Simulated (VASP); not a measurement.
A run of VASP 6.6.1 is set up as follows.

INCAR

```
SYSTEM = Li15O8
  PREC = Accurate
  ENCUT = 520
  EDIFF = 1E-6
  ISMEAR = -1
  SIGMA = 0.05
  LREAL = Auto
  LASPH = .True.
  NELM = 100
  ALGO = Fast
  ISIF = 2
  LWAVE = .False.
  LCHARG = .False.
  GGA = CA
  NBANDS = 64
  NELECT = 94.0
```

File KPOINTS:

```
Automatic mesh
0
Gamma
  2 2 2
  0 0 0
```

POSCAR

```
Li15O8
1.0
    0.0000000000      4.7022000000      4.7022000000
    4.7022000000      0.0000000000      4.7022000000
    4.7022000000      4.7022000000      0.0000000000
Li O
15 8
Direct
    0.1238569180      0.1311301093      0.2006932925
    0.1447620263      0.0789843052      0.6559270129
    0.3719641870      0.3755795160      0.8393198928
    0.2992748075      0.3509314789      0.3049955340
    0.4222810599      0.8668389265      0.4073306112
    0.1627004381      0.6699736294      0.5516247714
    0.4120518055      0.8330675003      0.9286823189
    0.5972098167      0.1846795117      0.0589723959
    0.8879673344      0.5502743397      0.3165539535
    0.6652524350      0.1208264217      0.5699778827
    0.8926247289      0.4183148314      0.8782059462
    0.5949342861      0.5314108290      0.2272553273
    0.9134554039      0.8466356174      0.3262196419
    0.6511632853      0.6317043086      0.6523754838
    0.8766428480      0.8725596529      0.9193675301
   -0.0274446004      0.0331653269      0.0157692144
    0.0363234231     -0.0239037046      0.5363446897
    0.0198949428      0.4901003785      0.0460103781
   -0.0318255285      0.5279549998      0.5310811960
    0.4935030411     -0.0116222194      0.0568988984
    0.4580515503     -0.0063906257      0.5519437710
    0.5098039216      0.5138020501      0.0154821148
    0.5179596784      0.5406511846      0.5049870273
```

Potentials or basis: VASP PAW LDA potentials, release 64 (Li_sv, O).

Launch:

```bash
$ cat potpaw_LDA.64/Li_sv/POTCAR potpaw_LDA.64/O/POTCAR > POTCAR
$ mpirun -np 1 vasp_std > vasp.out
```

(1) Predict the band gap on the k mesh.

(2) Predict the largest force.

Answers

(1) 4.02 eV, direct.

(2) 2.696 eV/Å.

Caveat: the k mesh is coarse (spacing up to 0.58 Å⁻¹), so the values aren't converged; the cell carries a net charge on a neutralising background, which shifts energy and pressure; the cell is charged against a uniform background, so pressure and absolute levels hang on convention.
